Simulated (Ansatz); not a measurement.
## Be under changes of volume

One of the cells (8.105 Å³/atom); the others are scaled copies at fixed shape and fractional positions:

```
Be
1.0
     2.28530    0.00000    0.00000
    -1.14265    1.97913    0.00000
     0.00000    0.00000    3.58420
Be
2
Cartesian
  1.1427 0.6597 2.6882
  0.0000 1.3194 0.8961
```

```yaml
Program: Ansatz 0.2.0
Functional: PBE
Potentials_or_basis: Ansatz NC
Cutoff: "1800 eV (not typed: the program's choice for these potentials)"
k_mesh: 13 × 13 × 8
Occupations: fermi-dirac, width 0.05 eV
Spin: no spin polarisation
```

```tsv
volume (Å³/atom)	energy over the lowest point (meV/atom)	pressure (GPa)
7.619	4.96	5.3
7.781	?	?
7.943	0.00	-0.2
8.105	1.43	-2.6
8.268	5.19	-4.8
8.430	11.06	-6.8
8.592	18.89	-8.6
```

Task: What does the run at 7.781 Å³/atom give?

Result: Energy over the lowest point 1.10 meV/atom; pressure 2.4 GPa.

Worked out: A Birch-Murnaghan fit of order 3 (a polynomial in V^(-2/3)) to the other rows has its minimum at 7.93 Å³/atom with B0 = V·E''(V) = 123 GPa and B' = 3.2 at fixed shape and positions, which overstates the stiffness. It gives 1.11 meV/atom at 7.781 Å³/atom, against the run's 1.10, and -dE/dV = 2.4 GPa, against 2.4.

Energies are extrapolated to zero smearing.
